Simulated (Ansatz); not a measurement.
Symmetry broken, then relaxed in TiAl

Theory: Ansatz, DFT PBE, scalar-relativistic, plane waves, PAW. Settings: plane waves to 420 eV, k-mesh 10×10×10 (Γ-centred), Gaussian smearing 0.15 eV. No spin polarisation. Energies are free energies at this smearing, counted from the undisturbed cell; pressure is positive in compression.

The starting cell (relaxed at this level; it needn't be the usual structure):

```
Ti Al
1.0
     3.18632    0.00000    0.00000
     0.00000    3.18632    0.00000
     0.00000    0.00000    3.18632
Ti Al
1 1
Direct
  0.00000 0.00000 0.00000
  0.50000 0.50000 0.50000
```

The atoms are displaced (Å, in the unstrained cell):

| atom | ux | uy | uz |
| --- | --- | --- | --- |
| Ti1 | -0.092 | -0.001 | 0.029 |
| Al2 | 0.092 | 0.001 | -0.029 |

The cell is strained by (0.0157, 0.0048, -0.0023, 0.0061, -0.0015, -0.0197) (xx, yy, zz, yz, xz, xy; engineering shear). The atoms are then relaxed in that fixed cell.

Q: How much of the energy do the atoms recover?

A: The disturbance cost 58.5 meV/atom, and 2.6 meV/atom remain in the strained cell. The final space group reads Cmmm (tolerance 0.05 Å).

Final structure:

```yaml
crystal:
  lattice:
    - [3.23636, -0.03137, -0.00244]
    - [-0.03137, 3.20158, 0.00975]
    - [-0.00244, 0.00975, 3.17903]
  atoms:
    - { symbol: Ti, position: [0.00004, 0.99999, 0.99999] }
    - { symbol: Al, position: [0.49996, 0.50001, 0.50001] }
```

The relaxation, step by step (energy from the first step):

```
step  ΔE (meV/atom) largest force component (eV/Å) pressure (GPa)
   1            0.0                           1.099             n/a
   2          -55.0                           0.144             n/a
   3          -55.9                           0.001             n/a
   4          -55.9                           0.001             n/a
```

Cost: 3 runs of about 1.6 core-minutes in all, on Arm Neoverse V2 (shared hosts).